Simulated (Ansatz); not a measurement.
Crystal: TiSi2.

```
Ti Si
1.0
     4.37464    0.00000    0.00000
    -2.18732    3.78855    0.00000
     0.00000    0.00000    2.56101
Ti Si
1 2
Direct
  0.00000 0.00000 0.00000
  0.33333 0.66667 0.50000
  0.66667 0.33333 0.50000
```

The cell was built by a generator and needn't be a form met in nature.

Base run:

```yaml
Program: Ansatz 0.2.0
Functional: LDA
Potentials_or_basis: Ansatz PAW
Cutoff: 420 eV
Density_cutoff: 1680 eV
k_mesh: 7 × 7 × 10
Occupations: fermi-dirac, width 0.05 eV
Spin: no spin polarisation
Hubbard_terms: Ti d U = 8 eV
```

Its results: band gap on the k mesh none (metal or under the smearing width); pressure 10.3 GPa.

Task: After a change of settings the same cell gave: band gap on the k mesh none (metal or under the smearing width); pressure -7.1 GPa. Which change was it?
A. hubbard terms from Ti d U = 8 eV to none; hubbard projectors from ortho-atomic (the default) to none
B. hubbard terms from Ti d U = 8 eV to Ti d U = 3 eV
C. functional from LDA to PBEsol; hubbard terms from Ti d U = 8 eV to Ti d U = 1 eV
D. functional from LDA to PBE; hubbard terms from Ti d U = 8 eV to Ti d U = 6 eV

Result: A.

Caveats: the PAW data sets come from PBE, with cores solved anew for the run's functional, which leaves a small shift of forces and pressure; U without spin polarisation on a metal has little footing (some runs); the U is typed as a test and isn't derived for this compound (some runs).

Not every run made on this cell is shown here.
